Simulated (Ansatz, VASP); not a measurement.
## Two plane-wave programs on MgB2

File INCAR:

```
ALGO = Normal ; EDIFF = 1E-6
ENCUT = 520 ; GGA = PS
ISIF = 2 ; ISMEAR = 0
LASPH = True ; LCHARG = False
LREAL = False ; LWAVE = False
NBANDS = 11 ; NELM = 80
PREC = Accurate ; SIGMA = 0.1
```

File KPOINTS:

```
k-points
0
Gamma
  15 15 12
```

Contents of POSCAR:

```
MgB2
1.0
    3.1348543169      0.0000000000      0.0000000000
   -1.5674271585      2.7148634756      0.0000000000
    0.0000000000      0.0000000000      3.6327766800
Mg B
1 2
Direct
    0.0000000000      0.0000000000      0.0000000000
    0.3333333333      0.6666666667      0.5000000000
    0.6666666667      0.3333333333      0.5000000000
```

Input for Ansatz:

```yaml
crystal:
  lattice:
    - [3.1348543169, 0.0, 0.0]
    - [-1.5674271585, 2.7148634756, 0.0]
    - [0.0, 0.0, 3.63277668]
  atoms:
    - { symbol: Mg, position: [0.0, 0.0, 0.0] }
    - { symbol: B, position: [0.3333333333, 0.6666666667, 0.5] }
    - { symbol: B, position: [0.6666666667, 0.3333333333, 0.5] }
basis:
  ecutwfc: 420
kpoints:
  mp_grid: { grid: [15, 15, 12] }
hamiltonian:
  xc: pbesol
scf:
  occupations: { method: gaussian, width: 0.1 }
output:
  forces: true
  stress: true
  eigenvalues: true
```

Alike in both runs: task single point; functional PBEsol; k mesh 15 × 15 × 12; occupations gaussian, width 0.1 eV; no spin polarisation.

```csv
,VASP,Ansatz
version,VASP 6.6.1,Ansatz 0.2.0
potentials or method,"VASP PAW PBE potentials, release 64 (Mg, B)","scalar-relativistic, plane waves, PAW"
plane-wave cutoff (eV),520,420
valence electrons in the cell,8,16
```

VASP gave:

| Quantity | Value |
| --- | --- |
| gap on the k mesh at the Fermi level (eV) | none |
| pressure (GPa) | -10.8 |
| largest component of the traceless stress (GPa) | 0.85 |

Question: What did Ansatz give for the same quantities?

Answer: gap on the k mesh at the Fermi level (eV): none; pressure (GPa): -10.7; largest component of the traceless stress (GPa): 1.00.

A gap of «none» marks a metal or a gap that the smearing closes. The two sets of potentials don't hold the same shells in valence.

Caveats: the PAW data sets were made with another functional, which shifts forces and pressure a little (VASP).
